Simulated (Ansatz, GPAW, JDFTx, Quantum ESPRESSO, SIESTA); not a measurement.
## PbSe: band gap by level of theory

The structure is cubic, space group Fm-3m (No. 225). Conventional cell: a = 6.121 Å, b = 6.121 Å, c = 6.121 Å, α = 90.00°, β = 90.00°, γ = 90.00°. Pb (site symmetry m-3m) is surrounded by 6 Se at 3.06 Å. Se (site symmetry m-3m) has 6 Pb at 3.06 Å as nearest neighbours.

| rung | level | program and potentials | cutoff (eV) | k mesh | smearing | task | core time | chip | band gap (eV) | miss (eV) | notes |
| --- | --- | --- | --- | --- | --- | --- | --- | --- | --- | --- | --- |
| GGA | PBE | Ansatz, Ansatz PAW | 420 | 4 × 4 × 4 | fermi-dirac 0.05 | projected density of states | 1.4 s | Intel Xeon | 0.29 | +0.01 | coarse mesh; 15 valence electrons an atom on average |
| GGA | BLYP | Ansatz, Ansatz PAW | 420 | 4 × 4 × 4 | fermi-dirac 0.05 | projected density of states | 1.4 s | Intel Xeon | 0.41 | +0.13 | coarse mesh; potentials made for PBE, which Ansatz adapts in part; 15 valence electrons an atom on average |
| GGA | RPBE | Ansatz, Ansatz PAW | 420 | 4 × 4 × 4 | fermi-dirac 0.05 | projected density of states | 1.5 s | Intel Xeon | 0.37 | +0.09 | coarse mesh; potentials made for PBE, which Ansatz adapts in part; 15 valence electrons an atom on average |
| GGA | revPBE | Ansatz, Ansatz PAW | 420 | 4 × 4 × 4 | fermi-dirac 0.05 | projected density of states | 1.5 s | Intel Xeon | 0.35 | +0.07 | coarse mesh; potentials made for PBE, which Ansatz adapts in part; 15 valence electrons an atom on average |
| meta-GGA | r2SCAN | Ansatz, Ansatz PAW | 500 | 4 × 4 × 4 | fermi-dirac 0.05 | projected density of states | 2.9 s | Intel Xeon | 0.57 | +0.29 | coarse mesh; potentials made for PBE, which Ansatz adapts in part; 15 valence electrons an atom on average |
| GGA | PBE | SIESTA, files PseudoDojo sr-pbe-0.4.1-standard, SZP (energy shift 0.05 Ry) | - | 8 × 8 × 8 | fermi-dirac 0.05 | band structure | 7.6 s | AMD EPYC 9R45 Zen 5 | 0.45 | +0.17 | atomic basis; 15 valence electrons an atom on average |
| GGA | PBEsol | Quantum ESPRESSO, GBRV 1.5 PBEsol | 612 | 8 × 8 × 8 | fermi-dirac 0.05 | single point | 32 s | Intel Xeon Platinum 8375C Ice Lake | 0.21 | -0.07 | 10 valence electrons an atom on average |
| LDA | LDA | GPAW, the program's PAW data sets (release 1.2.1) made for this functional | 600 | 8 × 8 × 8 | fermi-dirac 0.05 | band structure | 73 s | Arm Neoverse V1 | 0.14 | -0.14 | 10 valence electrons an atom on average |
| LDA | LDA | JDFTx, PseudoDojo-SR-LDA-0.4.1-standard | 1170 | 8 × 8 × 8 | fermi-dirac 0.05 | band structure | 80 s | Arm Neoverse V1 | (a) | ? | 15 valence electrons an atom on average; from the band path |

Times are single runs on shared hosts and different chips, so they are rough; meshes, cutoffs and the tasks' sizes weigh on the time. All rows: no spin polarisation. Gaps are the least found on the k mesh or the band path, and a mesh can miss the band edges. Smearing widths are in eV. The cell comes from a database and isn't always the measured one. Meshes differ between rows, which moves values too. All levels ran on this one cell, unrelaxed unless noted. Meshes are those of the run's cell of 2 atoms unless a note names another. Misses use the values as printed. Runs on faulty files, with rough fits or with known faults for this quantity aren't shown. No row holds spin-orbit coupling.

Measured: 0.28 eV at 300 K (a printed reference work). The runs are for a static lattice.

Estimate the value left out from the other rows.

(a) 0.19 eV, miss -0.09.
